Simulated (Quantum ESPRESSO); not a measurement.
Here is a Quantum ESPRESSO 7.5 calculation.

Contents of pw.in:

```
&CONTROL
  calculation = 'scf'
  prefix = 'pwscf'
  outdir = './tmp'
  pseudo_dir = './pseudo'
  tprnfor = .true.
  tstress = .true.
  disk_io = 'nowf'
/
&SYSTEM
  ibrav = 0
  nat = 1
  ntyp = 1
  ecutwfc = 56
  ecutrho = 448
  nbnd = 16
  occupations = 'smearing'
  smearing = 'fd'
  degauss = 0.00367493
/
&ELECTRONS
  conv_thr = 2d-10
  electron_maxstep = 120
  mixing_beta = 0.5
/
ATOMIC_SPECIES
Ag   107.8682 ag_pbesol_v1.4.uspp.F.UPF
CELL_PARAMETERS angstrom
  -1.6674370000    1.7096740000    1.6780030000
   1.6448450000   -1.6624760000    1.6082140000
   1.6497410000    1.6447800000   -1.6308050000
ATOMIC_POSITIONS crystal
Ag     0.0003600000   -0.0166410000   -0.0026680000
K_POINTS automatic
11 11 11 0 0 0
```

Potentials or basis: GBRV 1.5 PBEsol.

Run with:

```console
$ OMP_NUM_THREADS=1 mpirun -n 2 pw.x -nk 2 -in pw.in > pw.out
```

**Question.** What does it give for the pressure?

**Answer.** -7.6 GPa.

**Question.** Estimate the band gap on the k mesh.

**Answer.** None (metal or under the smearing width).

Stress tensor (GPa, compression positive):
```
-7.61  0.48  0.60
 0.48 -7.30 -1.42
 0.60 -1.42 -7.74
```
